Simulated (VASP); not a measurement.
# ZnO: an input that fails (relaxed cell and band gap)

ZnO, P6_3mc (no. 186), 4 atoms in the cell.

INCAR:
```
SYSTEM = ZnO
ALGO     = Normal         ! electronic algorithm
EDIFF    = 1E-7           ! SCF threshold, eV
EDIFFG   = -0.005         ! ionic threshold
ENCUT    = 600            ! plane-wave cutoff, eV
GGA      = LIBXC          ! functional
GGA_COMPAT= .False.      
IBRION   = 2              ! ionic algorithm
ISIF     = 3              ! what is computed and relaxed
ISMEAR   = 0              ! smearing method
KPAR     = 2            
LASPH    = .True.         ! aspherical terms in the spheres
LCHARG   = .False.        ! write CHGCAR
LREAL    = .False.        ! projectors in reciprocal space
LWAVE    = .False.        ! write WAVECAR
NELM     = 80             ! most SCF steps
NSW      = 20             ! ionic steps
PREC     = Accurate       ! precision mode
SIGMA    = 0.02           ! smearing width, eV
```

KPOINTS:
```
k-points
0
Gamma
  7 7 4
```

POSCAR:
```
ZnO
1.0
    3.2493080000      0.0000000000      0.0000000000
   -1.6246540000      2.8139832727      0.0000000000
    0.0000000000      0.0000000000      5.2057090000
Zn O
2 2
Direct
    0.6666666667      0.3333333333      0.0000000000
    0.3333333333      0.6666666667      0.5000000000
    0.3333333333      0.6666666667      0.8790100000
    0.6666666667      0.3333333333      0.3790100000
```

Commands:
```
cat potpaw_PBE.64/Zn/POTCAR potpaw_PBE.64/O/POTCAR > POTCAR
mpirun -np 2 vasp_std > vasp.out
```

VASP stops with:
```
XC_FOCK_READER: Libxc is attempted to be used, but neither LIBXC1 nor LIBXC2 is specified. ---->  I REFUSE TO CONTINUE WITH THIS SICK JOB ... BYE!!! <----
```

Cause: library asked for but no functional named.
